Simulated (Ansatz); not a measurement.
The system is Ta.

```
CELL_PARAMETERS angstrom
-1.65128 1.65128 1.65128
1.65128 -1.65128 1.65128
1.65128 1.65128 -1.65128
ATOMIC_POSITIONS crystal
Ta 0.00000 0.00000 0.00000
```

```yaml
Program: Ansatz 0.2.0
Task: relaxation of cell and atoms
Functional: PBE0
Potentials_or_basis: Ansatz PAW
Cutoff: "420 eV (not typed: the program's choice for these potentials)"
k_mesh: 6 × 6 × 6
Occupations: fermi-dirac, width 0.05 eV
Spin: no spin polarisation
```

At the start: volume 18.01 Å³/atom.

How do energy, volume and symmetry change on relaxing?

It ends after 4 steps and the volume is 18.38 Å³/atom (+2.1 %); space group Im-3m (No. 229, to 0.05 Å).

Step by step:
```csv
step,energy change (eV),largest force (eV/Å),volume (Å³)
1,0.0000,0.0000,18.01
2,-0.0052,0.0000,18.45
3,-0.0054,0.0000,18.38
4,-0.0055,0.0000,18.38
```

Final structure:
```yaml
crystal:
  lattice:
    - [-1.66259, 1.66259, 1.66259]
    - [1.66259, -1.66259, 1.66259]
    - [1.66259, 1.66259, -1.66259]
  atoms:
    - { symbol: Ta, position: [0.00000, 0.00000, 0.00000] }
```

Caveat: the k mesh is coarse (spacing up to 0.45 Å⁻¹), so the values aren't converged, least of all with exact exchange; the plane-wave basis is chosen anew once the cell has moved, so the energies of steps on either side of that aren't comparable; the PAW data sets come from PBE, with cores solved anew for the run's functional, which leaves a small shift of forces and pressure.
